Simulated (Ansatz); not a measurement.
PtSe2 (CdCl2 type), relaxed with r2SCAN+rVV10, was run in the PAW code Ansatz under altered settings. All numbers are computed, without spin polarisation but where a row says otherwise.

```xyz
3
Lattice="1.8457 1.0656 5.7607 -1.8457 1.0656 5.7607 0.0000 -2.1312 5.7607" Properties=species:S:1:pos:R:3 pbc="T T T"
Pt    0.0000    0.0000    0.0000
Se    0.0000    0.0000    4.4377
Se    0.0000    0.0000   12.8444
```

The base run's other keys:
```yaml
kpoints:
  mp_grid: { grid: [4, 4, 4] }
hamiltonian:
  xc: hse06
scf:
  occupations: { method: fixed }
  n_extra_bands: 4
```

It takes 20 iterations with 1321 plane waves at 420 eV and 13 k points, and leaves a mean stress of -0.40 GPa. The gap over this mesh is 0.781 eV. It ran on 4 threads of Arm Neoverse N1 (shared host).

Outcomes, with energy and stress as changes against the base:
```csv
setting,outcome,ΔF (meV/atom),Δ mean stress (GPa),gap on the mesh (eV),iterations,wall time
"PBE hybrid, exx coeff 0.5, omega 0.2078 1/Å",converged,–,-3.8,1.281,25,26 s
"PBE hybrid, exx coeff 0.3, omega 0.3 1/Å",converged,–,-0.3,0.724,21,24 s
"PBE hybrid, exx coeff 0.2, omega 0.3 1/Å",converged,–,+1.1,0.603,16,22 s
"PBE hybrid, exx coeff 1.0, omega 0.5 1/Å",converged,–,-6.5,1.132,27,30 s
scf.mixing.ndim: 1,not converged,–,–,–,100,20 s
```
A dash marks a value that wasn't obtained or can't be compared. Stress is positive in compression. The base took 25 s.

- PBE hybrid, exx coeff 0.5, omega 0.2078 1/Å. That is 50 % exact exchange, screened with ω = 0.2078 1/Å, against HSE06's 25 % screened at 0.208 1/Å. The mean stress moves by -3.8 GPa and the gap on the mesh by +0.500 eV (to 1.281). Totals of different functionals aren't comparable.
- PBE hybrid, exx coeff 0.3, omega 0.3 1/Å. That is 30 % exact exchange, screened with ω = 0.3 1/Å, against HSE06's 25 % screened at 0.208 1/Å. The mean stress moves by -0.3 GPa and the gap on the mesh by -0.057 eV (to 0.724). Totals of different functionals aren't comparable.
- PBE hybrid, exx coeff 0.2, omega 0.3 1/Å. That is 20 % exact exchange, screened with ω = 0.3 1/Å, against HSE06's 25 % screened at 0.208 1/Å. The mean stress moves by +1.1 GPa and the gap on the mesh by -0.178 eV (to 0.603). Totals of different functionals aren't comparable.
- PBE hybrid, exx coeff 1.0, omega 0.5 1/Å. That is 100 % exact exchange, screened with ω = 0.5 1/Å, against HSE06's 25 % screened at 0.208 1/Å. The mean stress moves by -6.5 GPa and the gap on the mesh by +0.351 eV (to 1.132). Totals of different functionals aren't comparable.
- scf.mixing.ndim: 1. The calculation stopped without meeting its thresholds. It stopped after 100 iterations; the base needs 20. Nothing that it printed is a property of the solid. Error: did not converge after 100 iterations: dr2 = 5.68e2 (threshold 1.00e-7), under the density mixer `msr1`, which `scf.mixing.algorithm: auto` chose by the deck's other keys (type `scf.mixing.algorithm: msr1` to keep it); this SCF is the semilocal warm-up of a hybrid solve, ahead of its exchange loop […]

No spin-orbit coupling is included; it can move band edges with weight on the heavy atoms by tenths of an eV.

The program warns that its thresholds are loose for a hybrid's stress.

The meshes of the hybrids are coarse, so their gaps aren't converged to the digits shown.
